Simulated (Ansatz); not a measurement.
The system is Si.

```
Si
1.0
     0.00000    2.72185    2.72185
     2.72185    0.00000    2.72185
     2.72185    2.72185    0.00000
Si
2
Direct
  0.50000 0.50000 0.50000
  0.75000 0.75000 0.75000
```

* Program: Ansatz 0.2.0
* Task: relaxation of cell and atoms
* Functional: LDA
* Potentials or basis: all-electron LAPW, scalar-relativistic
* Basis error allowed: 0.001 eV/atom
* k mesh: 8 × 8 × 8
* Occupations: fermi-dirac, width 0.05 eV
* Spin: no spin polarisation

At the start: volume 20.16 Å³/atom.

Where does the relaxation end?

Over 4 steps the energy falls by 3.2 meV/atom and the volume is 19.69 Å³/atom (-2.3 %); space group Fd-3m (No. 227, to 0.05 Å).

The path:
| step | energy change (eV) | largest force (eV/Å) | volume (Å³) |
| --- | --- | --- | --- |
| 1 | 0.0000 | 0.0000 | 40.33 |
| 2 | -0.0061 | 0.0000 | 39.61 |
| 3 | -0.0065 | 0.0000 | 39.38 |
| 4 | -0.0065 | 0.0000 | 39.38 |

Final structure:
```
Si
1.0
     0.00000    2.70037    2.70037
     2.70037    0.00000    2.70037
     2.70037    2.70037    0.00000
Si
2
Direct
  0.50000 0.50000 0.50000
  0.75000 0.75000 0.75000
```
